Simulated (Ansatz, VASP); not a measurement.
**CdTe: VASP beside Ansatz**

One calculation is typed for both programs; each brings its own data sets and cutoff. How far apart do they land?

Program: Ansatz 0.2.0. Level of theory: plane waves, with VASP 6.6.1 beside it; single point at LDA. Results are calculated unless marked as measured.

The database entry behind the starting cell differs from later determinations by our own check (an axis about 1.1 % short against later determinations), so it need not match the best structure at ambient conditions.

### 1. Set-up

The structure is cubic, space group F-43m (No. 216). Conventional cell: a = 6.410 Å, b = 6.410 Å, c = 6.410 Å, α = 90.00°, β = 90.00°, γ = 90.00°. Te has 4 Cd at 2.78 Å nearest. Cd has 4 Te at 2.78 Å nearest. Farther neighbours and most contacts between anions are not listed.

Coordinates:

```xyz
16
Lattice="0.0000 6.4100 6.4100 6.4100 0.0000 6.4100 6.4100 6.4100 0.0000" Properties=species:S:1:pos:R:3 pbc="T T T"
Te    4.8075    4.8075    4.8075
Te    8.0125    8.0125    4.8075
Te    8.0125    4.8075    8.0125
Te   11.2175    8.0125    8.0125
Te    4.8075    8.0125    8.0125
Te    8.0125   11.2175    8.0125
Te    8.0125    8.0125   11.2175
Te   11.2175   11.2175   11.2175
Cd    0.0000    0.0000    0.0000
Cd    3.2050    3.2050    0.0000
Cd    3.2050    0.0000    3.2050
Cd    6.4100    3.2050    3.2050
Cd    0.0000    3.2050    3.2050
Cd    3.2050    6.4100    3.2050
Cd    3.2050    3.2050    6.4100
Cd    6.4100    6.4100    6.4100
```

### 2. VASP: single point, LDA

With cell and atoms fixed, the geometry can't cause a difference; cores, projectors, grids and the points listed under the comparison can.

Lines of VASP's logs that name or quote its potential files are left out, and so is its time.

The input, INCAR:

```
SYSTEM = CdTe
PREC = Accurate
ENCUT = 400
EDIFF = 1E-06
NELM = 100
ISMEAR = 0
SIGMA = 0.05
LREAL = .FALSE.
ALGO = Normal
GGA = CA
NBANDS = 89
LWAVE = .FALSE.
LCHARG = .FALSE.
NCORE = 8
ICORELEVEL = 1
```

The input, POSCAR:

```
CdTe
1.0
    0.0000000000      6.4100000000      6.4100000000
    6.4100000000      0.0000000000      6.4100000000
    6.4100000000      6.4100000000      0.0000000000
Te Te Cd
1 7 8
Direct
    0.3750000000      0.3750000000      0.3750000000
    0.3750000000      0.3750000000      0.8750000000
    0.3750000000      0.8750000000      0.3750000000
    0.3750000000      0.8750000000      0.8750000000
    0.8750000000      0.3750000000      0.3750000000
    0.8750000000      0.3750000000      0.8750000000
    0.8750000000      0.8750000000      0.3750000000
    0.8750000000      0.8750000000      0.8750000000
    0.0000000000      0.0000000000      0.0000000000
    0.0000000000      0.0000000000      0.5000000000
    0.0000000000      0.5000000000      0.0000000000
    0.0000000000      0.5000000000      0.5000000000
    0.5000000000      0.0000000000      0.0000000000
    0.5000000000      0.0000000000      0.5000000000
    0.5000000000      0.5000000000      0.0000000000
    0.5000000000      0.5000000000      0.5000000000
```

The input, KPOINTS:

```
Automatic mesh
0
Gamma
2 2 2
0 0 0
```

PAW data sets: Te, Te and Cd (PBE family, release 64).

Launch:

```console
$ mpirun -np 8 vasp_std
```

Numbers of over 12 decimals in the logs are rounded to 6 here.

The program printed:

```text
[banner, memory and clock lines left out]
running    8 mpi-ranks, on    1 nodes
 distrk:  each k-point on    8 cores,    1 groups
 distr:  one band on    8 cores,    1 groups

 POSCAR found type information on POSCAR TeTeCd
 POSCAR found :  3 types and      16 ions
|                                                                             |
|           W    W    AA    RRRRR   N    N  II  N    N   GGGG   !!!           |
|           W    W   A  A   R    R  NN   N  II  NN   N  G    G  !!!           |
|           W    W  A    A  R    R  N N  N  II  N N  N  G       !!!           |
|           W WW W  AAAAAA  RRRRR   N  N N  II  N  N N  G  GGG   !            |
|           WW  WW  A    A  R   R   N   NN  II  N   NN  G    G                |
|           W    W  A    A  R    R  N    N  II  N    N   GGGG   !!!           |
|                                                                             |
|     For optimal performance we recommend to set                             |
|       NCORE = 2 up to number-of-cores-per-socket                            |
|     NCORE specifies how many cores store one orbital (NPAR=cpu/NCORE).      |
|     This setting can greatly improve the performance of VASP for DFT.       |
|     The default, NCORE=1 might be grossly inefficient on modern             |
|     multi-core architectures or massively parallel machines. Do your        |
|     Unfortunately you need to use the default for GW and RPA                |
|     calculations (for HF NCORE is supported but not extensively tested      |
|     yet).                                                                   |
|                                                                             |

|                                                                             |
|               ----> ADVICE to this user running VASP <----                  |
|                                                                             |
|     You enforced a specific xc type in the INCAR file but a different       |
|     [... a line on the potential file left out ...]
|     I HOPE YOU KNOW WHAT YOU ARE DOING!                                     |
|                                                                             |

 LDA part: xc-table for (Slater(with rela. corr.)+CA(PZ))
 , standard interpolation
 POSCAR, INCAR and KPOINTS ok, starting setup
 FFT: planning ... GRIDC
 FFT: planning ... GRID_SOFT
 FFT: planning ... GRID
 WAVECAR not read
 entering main loop
       N       E                     dE             d eps       ncg     rms          rms(c)
DAV:   1     0.832355370134E+03    0.83236E+03   -0.56144E+04   534   0.116E+03
DAV:   2    -0.202511329902E+00   -0.83256E+03   -0.80089E+03   603   0.309E+02
DAV:   3    -0.498097176251E+02   -0.49607E+02   -0.49189E+02   611   0.757E+01
DAV:   4    -0.506642957125E+02   -0.85458E+00   -0.85310E+00   603   0.854E+00
DAV:   5    -0.506769687391E+02   -0.12673E-01   -0.12671E-01   595   0.112E+00    0.156E+01
DAV:   6    -0.482619599759E+02    0.24150E+01   -0.63181E+00   594   0.145E+01    0.127E+01
DAV:   7    -0.481207614344E+02    0.14120E+00   -0.17558E+00   586   0.364E+00    0.581E+00
DAV:   8    -0.480974304282E+02    0.23331E-01   -0.12419E-01   578   0.202E+00    0.161E+00
DAV:   9    -0.480952969444E+02    0.21335E-02   -0.13434E-02   579   0.678E-01    0.547E-01
DAV:  10    -0.480946744796E+02    0.62246E-03   -0.15586E-03   562   0.207E-01    0.259E-01
DAV:  11    -0.480947016289E+02   -0.27149E-04   -0.19265E-03   586   0.180E-01    0.918E-02
DAV:  12    -0.480946401503E+02    0.61479E-04   -0.28728E-04   570   0.778E-02    0.897E-02
DAV:  13    -0.480946420822E+02   -0.19319E-05   -0.12685E-05   515   0.101E-02    0.103E-01
DAV:  14    -0.480946340488E+02    0.80334E-05   -0.48223E-05   570   0.235E-02    0.133E-02
DAV:  15    -0.480946347856E+02   -0.73686E-06   -0.64667E-06   442   0.749E-03
   1 F= -.48094635E+02 E0= -.48094635E+02  d E =-.463667E-12
```

OUTCAR, selected parts (step 2):

```text
ion  position               nearest neighbor table
   1  0.375  0.375  0.375-  12 2.78  14 2.78  15 2.78  16 2.78
   2  0.375  0.375  0.875-  11 2.78  13 2.78  15 2.78  16 2.78
   3  0.375  0.875  0.375-  10 2.78  13 2.78  14 2.78  16 2.78
   4  0.375  0.875  0.875-   9 2.78  13 2.78  14 2.78  15 2.78
   5  0.875  0.375  0.375-  10 2.78  11 2.78  12 2.78  16 2.78
   6  0.875  0.375  0.875-   9 2.78  11 2.78  12 2.78  15 2.78
   7  0.875  0.875  0.375-   9 2.78  10 2.78  12 2.78  14 2.78
   8  0.875  0.875  0.875-   9 2.78  10 2.78  11 2.78  13 2.78
   9  0.000  0.000  0.000-   4 2.78   6 2.78   7 2.78   8 2.78
  10  0.000  0.000  0.500-   3 2.78   5 2.78   7 2.78   8 2.78
  11  0.000  0.500  0.000-   2 2.78   5 2.78   6 2.78   8 2.78
  12  0.000  0.500  0.500-   1 2.78   5 2.78   6 2.78   7 2.78
  13  0.500  0.000  0.000-   2 2.78   3 2.78   4 2.78   8 2.78
  14  0.500  0.000  0.500-   1 2.78   3 2.78   4 2.78   7 2.78
  15  0.500  0.500  0.000-   1 2.78   2 2.78   4 2.78   6 2.78
  16  0.500  0.500  0.500-   1 2.78   2 2.78   3 2.78   5 2.78

  LATTYP: Found a face centered cubic cell.
 ALAT       =    12.8200000000

 Subroutine GETGRP returns: Found 24 space group operations
 (whereof  6 operations were pure point group operations)

The static configuration has the point symmetry C_3v.
 The point group associated with its full space group is T_d .

 Found      3 irreducible k-points:

   k-points           NKPTS =      3   k-points in BZ     NKDIM =      3   number of bands    NBANDS=     89

   dimension x,y,z NGX =    60 NGY =   60 NGZ =   60
   dimension x,y,z NGXF=   120 NGYF=  120 NGZF=  120

   ENCUT  =  400.0 eV  29.40 Ry    5.42 a.u.  14.78 14.78 14.78*2*pi/ulx,y,z

   NELECT =     144.0000    total number of electrons

 k-points in reciprocal lattice and weights: Automatic mesh
   0.00000000  0.00000000  0.00000000       0.125
   0.50000000  0.00000000  0.00000000       0.500
   0.50000000  0.50000000  0.00000000       0.375

 the core state eigenenergies are
   1-  1s -31612.5989  2s  -4840.1947  2p  -4343.5872  3s   -956.4336  3p   -795.0908
       3d   -551.3388  4s   -155.9767  4p   -106.0220  4d    -33.3667
   2-  1s -31612.5990  2s  -4840.1948  2p  -4343.5873  3s   -956.4337  3p   -795.0909
       3d   -551.3389  4s   -155.9768  4p   -106.0221  4d    -33.3668
   3-  1s -31612.5990  2s  -4840.1948  2p  -4343.5873  3s   -956.4337  3p   -795.0909
       3d   -551.3389  4s   -155.9768  4p   -106.0221  4d    -33.3668
   4-  1s -31612.5990  2s  -4840.1948  2p  -4343.5873  3s   -956.4337  3p   -795.0909
       3d   -551.3389  4s   -155.9768  4p   -106.0221  4d    -33.3668
   5-  1s -31612.5990  2s  -4840.1948  2p  -4343.5873  3s   -956.4337  3p   -795.0909
       3d   -551.3389  4s   -155.9768  4p   -106.0221  4d    -33.3668
   6-  1s -31612.5990  2s  -4840.1948  2p  -4343.5873  3s   -956.4337  3p   -795.0909
       3d   -551.3389  4s   -155.9768  4p   -106.0221  4d    -33.3668
   7-  1s -31612.5990  2s  -4840.1948  2p  -4343.5873  3s   -956.4337  3p   -795.0909
       3d   -551.3389  4s   -155.9768  4p   -106.0221  4d    -33.3668
   8-  1s -31612.5990  2s  -4840.1948  2p  -4343.5874  3s   -956.4337  3p   -795.0909
       3d   -551.3389  4s   -155.9768  4p   -106.0221  4d    -33.3668
   9-  1s -26514.0903  2s  -3931.2555  2p  -3526.5134  3s   -728.0047  3p   -595.2943
       3d   -387.7596  4s    -99.9585  4p    -60.9851
  10-  1s -26514.0903  2s  -3931.2555  2p  -3526.5134  3s   -728.0047  3p   -595.2943
       3d   -387.7596  4s    -99.9585  4p    -60.9851
  11-  1s -26514.0903  2s  -3931.2555  2p  -3526.5134  3s   -728.0047  3p   -595.2943
       3d   -387.7596  4s    -99.9585  4p    -60.9851
  12-  1s -26514.0903  2s  -3931.2555  2p  -3526.5134  3s   -728.0047  3p   -595.2943
       3d   -387.7596  4s    -99.9585  4p    -60.9851
  13-  1s -26514.0903  2s  -3931.2555  2p  -3526.5134  3s   -728.0047  3p   -595.2943
       3d   -387.7596  4s    -99.9585  4p    -60.9851
  14-  1s -26514.0903  2s  -3931.2555  2p  -3526.5134  3s   -728.0047  3p   -595.2943
       3d   -387.7596  4s    -99.9585  4p    -60.9851
  15-  1s -26514.0903  2s  -3931.2555  2p  -3526.5134  3s   -728.0047  3p   -595.2943
       3d   -387.7596  4s    -99.9585  4p    -60.9851
  16-  1s -26514.0903  2s  -3931.2555  2p  -3526.5134  3s   -728.0047  3p   -595.2943
       3d   -387.7596  4s    -99.9585  4p    -60.9851

 E-fermi :   2.6429

 k-point     1 :       0.0000    0.0000    0.0000
  band No.  band energies     occupation
    ...
     68       1.5538      2.00000
     69       1.5538      2.00000
     70       2.3987      2.00000
     71       2.3987      2.00000
     72       2.3987      2.00000
     73       3.0311      0.00000
     74       4.0607      0.00000
     75       4.0607      0.00000
     76       4.0607      0.00000
     77       4.0607      0.00000
    ...

 k-point     2 :       0.5000    0.0000    0.0000
  band No.  band energies     occupation
    ...
     68       0.8994      2.00000
     69       1.9282      2.00000
     70       1.9282      2.00000
     71       1.9282      2.00000
     72       1.9282      2.00000
     73       4.2589      0.00000
     74       4.2589      0.00000
     75       5.2113      0.00000
     76       5.2113      0.00000
     77       5.2113      0.00000
    ...

 k-point     3 :       0.5000    0.5000    0.0000
  band No.  band energies     occupation
    ...
     68       1.2104      2.00000
     69       1.5182      2.00000
     70       1.5182      2.00000
     71       1.5182      2.00000
     72       1.5182      2.00000
     73       5.2279      0.00000
     74       5.2279      0.00000
     75       5.4525      0.00000
     76       5.4525      0.00000
     77       5.4526      0.00000
    ...

  Total        1.1296489      1.1296489      1.1296489     -0.0000000      0.0000000      0.0000000
  in kB        3.4359749      3.4359749      3.4359749     -0.0000000      0.0000000      0.0000000
  external PRESSURE =       3.4359749 kB  Pullay stress =       0.0000000 kB

  energy-cutoff  :      400.00
  volume of cell :      526.75
      direct lattice vectors                 reciprocal lattice vectors
     0.000000000  6.410000000  6.410000000    -0.078003120  0.078003120  0.078003120
     6.410000000  0.000000000  6.410000000     0.078003120 -0.078003120  0.078003120
     6.410000000  6.410000000  0.000000000     0.078003120  0.078003120 -0.078003120

 POSITION                                       TOTAL-FORCE (eV/Angst)
 -----------------------------------------------------------------------------------
      4.80750      4.80750      4.80750        -0.000000     -0.000000     -0.000000
      8.01250      8.01250      4.80750        -0.000000     -0.000000      0.000002
      8.01250      4.80750      8.01250        -0.000000      0.000002     -0.000000
     11.21750      8.01250      8.01250        -0.000002     -0.000000     -0.000000
      4.80750      8.01250      8.01250         0.000002     -0.000000      0.000000
      8.01250     11.21750      8.01250         0.000000     -0.000002      0.000000
      8.01250      8.01250     11.21750        -0.000000     -0.000000     -0.000002
     11.21750     11.21750     11.21750        -0.000000     -0.000000     -0.000000
      0.00000      0.00000      0.00000        -0.000000     -0.000000     -0.000000
      3.20500      3.20500      0.00000         0.000000      0.000000     -0.000000
      3.20500      0.00000      3.20500         0.000000     -0.000000      0.000000
      6.41000      3.20500      3.20500        -0.000002      0.000002      0.000002
      0.00000      3.20500      3.20500        -0.000000      0.000000      0.000000
      3.20500      6.41000      3.20500         0.000002     -0.000002      0.000002
      3.20500      3.20500      6.41000         0.000002      0.000002     -0.000002
      6.41000      6.41000      6.41000        -0.000002     -0.000002     -0.000002
 -----------------------------------------------------------------------------------
    total drift:                               -0.000003     -0.000003     -0.000003

  FREE ENERGIE OF THE ION-ELECTRON SYSTEM (eV)
  ---------------------------------------------------
  free  energy   TOTEN  =       -48.0946347856 eV

  energy  without entropy=      -48.0946347856  energy(sigma->0) =      -48.09463479
```

These are scalar-relativistic Kohn-Sham levels of the ground state, with no core hole, so they are not binding energies. The PAW data sets were made with PBE, though LDA sets exist; this is a small mismatch.

(Continued in part 2 of 2.)

[Lines on the potential files, build, host, timing and source positions are cut from VASP's logs without a mark.]

[Logs are printed without paths, hosts, clocks, repeated set-up lines and the standing remarks that a program may print on its own settings, such as how far it seeks lower states.]

[Hosts, paths, dates, database ids (printed as entryN), source tags and the programs' standing remarks are cut or masked in the printed files.]

[VASP's PBE data sets in a run with another functional are called a small mismatch above; for pressures it isn't always small: they can move by 1 GPa and more.]
